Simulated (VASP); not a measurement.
Wanted: the native input for a VASP 6.6.1 run.

* Task: relaxation of cell and atoms
* Functional: rSCAN
* Potentials or basis: VASP PAW PBE potentials, release 64 (Al)
* Cutoff: 600 eV
* k mesh: 11 × 11 × 11
* Occupations: methfessel-paxton, width 0.1 eV
* Spin: no spin polarisation
* Further INCAR settings: ALGO = Normal; EDIFF = 1e-06; IBRION = 2; EDIFFG = -0.01; NSW = 60; ISIF = 3

The structure of Al lies in POSCAR:

```
Al
1.0
   -0.0204552100      1.9706540500      2.0438328400
    2.0026569100      0.0099662700      2.0134113600
    2.0592944800      1.9968701300     -0.0466712900
Al
1
Direct
    0.0000000000      0.0000000000      0.0000000000
```

The cell isn't the ideal one: cell sheared at random, sigma 0.03, atoms nudged by 0.01 Å.

One way to write it, as run:

INCAR

```
PREC = Accurate
ENCUT = 600
EDIFF = 1E-6
ISMEAR = 1
SIGMA = 0.1
LREAL = F
LASPH = T
NELM = 100
ALGO = Normal
ISIF = 3
LWAVE = F
LCHARG = F
METAGGA = RSCAN
LMIXTAU = T
IBRION = 2
NSW = 60
EDIFFG = -0.01
```

KPOINTS

```
regular mesh
0
Gamma
  11 11 11
```

Potentials or basis: VASP PAW PBE potentials, release 64 (Al).

The run is started by

```sh
$ cat potpaw_PBE.64/Al/POTCAR > POTCAR
$ mpirun -np 1 vasp_std > vasp.out
```

Results of the run:

The relaxed volume is 15.97 Å³/atom, the relaxed cell is a = 2.821 Å, b = 2.815 Å, c = 2.818 Å, α = 60.05°, β = 61.19°, γ = 60.06° and the space group after relaxing (to 0.05 Å) is Immm (No. 71). The energy gained by relaxing is 10.8 meV/atom, the ionic steps are 6 and the pressure after relaxing is 0.0 GPa. The band gap on the k mesh is none (metal or under the smearing width).

Caveat: the PAW data sets were made with another functional, which shifts forces and pressure a little.

Wall time 4.3 min on 1 thread of Intel(R) Xeon(R) 6975P-C (Granite Rapids), with other jobs on the host, peak memory 0.19 GiB.
